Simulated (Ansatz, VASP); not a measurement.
**Two plane-wave programs on TePb**

```xyz
2
Lattice="0.0000 3.2639 3.2639 3.2639 0.0000 3.2639 3.2639 3.2639 0.0000" Properties=species:S:1:pos:R:3 pbc="T T T"
Pb    3.2639    3.2639    3.2639
Te    0.0000    0.0000    0.0000
```

Alike in both runs: task single point; functional PBEsol; k mesh 8 × 8 × 8; occupations gaussian, width 0.05 eV; no spin polarisation.

|  | VASP | Ansatz |
| --- | --- | --- |
| version | VASP 6.6.1 | Ansatz 0.2.0 |
| potentials or method | VASP PAW PBE potentials, release 64 (Pb_d, Te) | scalar-relativistic, plane waves, PAW |
| plane-wave cutoff (eV) | 520 | 420 |
| valence electrons in the cell | 20 | 30 |

|  | VASP | Ansatz | Ansatz less VASP |
| --- | --- | --- | --- |
| gap on the k mesh at the Fermi level (eV) | 0.73 | 0.73 | -0.003 |
| least direct gap on the mesh (eV) | 0.73 | 0.73 | -0.003 |
| pressure (GPa) | -1.6 | -1.6 | +0.02 |

The two sets of potentials don't hold the same shells in valence.

Caveats: the PAW data sets were made with another functional, which shifts forces and pressure a little (VASP); spin-orbit coupling is left out, which as a rule narrows the gap of such compounds by several tenths of an eV. A k mesh can miss the band edges.
